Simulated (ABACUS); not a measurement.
## Rh: equation of state with PBE

**Experimental background.**

From “Thermal equation of state of rhodium characterized by XRD in a resistively heated diamond anvil cell”, 2024, pmc:11535440, for a bulk crystal of Rh: bulk modulus 264 ± 1 GPa.

Crystal: Rh.

```
CELL_PARAMETERS angstrom
0.00000 1.89785 1.89785
1.89785 0.00000 1.89785
1.89785 1.89785 0.00000
ATOMIC_POSITIONS crystal
Rh 0.00000 0.00000 0.00000
```

```
Program                                       : ABACUS 3.10.1
Task                                          : equation of state
Functional                                    : PBE
Potentials or basis                           : PseudoDojo NC SR 0.4.1 PBE standard
Cutoff                                        : 1361 eV
Density cutoff                                : 5442 eV
Basis                                         : TZDP LCAO (the cutoffs set its grid)
k mesh                                        : 11 × 11 × 11
Occupations                                   : fermi-dirac, width 0.05 eV
Spin                                          : no spin polarisation
Orbital files                                 : Rh Rh_confined-atom_7au_4s3p3d1f.orb
Radial cutoff of the potentials (pseudo_rcut) : 10 bohr
SCF threshold on the density                  : 1e-07
Max SCF steps                                 : 100
Eigensolver                                   : genelpa
Mixing                                        : broyden
Mixing share                                  : 0.7
Symmetry key                                  : 1
```

```json
{"Equilibrium volume": "14.11 Å³/atom", "Bulk modulus": "262 GPa", "Pressure derivative of the bulk modulus": "4.6 (rough: it moves with the points fitted)"}
```

Energy against volume, from the lowest point:
```
volume (Å³/atom)  energy (meV/atom)
          12.851             107.53
          13.398              30.65
          13.945               0.00
          14.492               6.45
```

All runs of the series together: 27 s on 4 threads of AMD EPYC 7R13 Processor (Zen 3), with other jobs on the host.

Measured bulk modulus of Rh: 264 GPa (quoted in “Thermal equation of state of rhodium characterized by XRD in a resistively heated diamond anvil cell”, 2024, pmc:11535440). This calculation gives 262 GPa (-0.9 %). The fit is for a static lattice scaled at fixed shape and fixed fractional positions.

Caveat: the atomic orbitals were generated for these runs and aren't a published set; the basis of atomic orbitals isn't converged, which shifts pressures, moduli and gaps. PBE usually gives volumes a little too large and moduli too small.
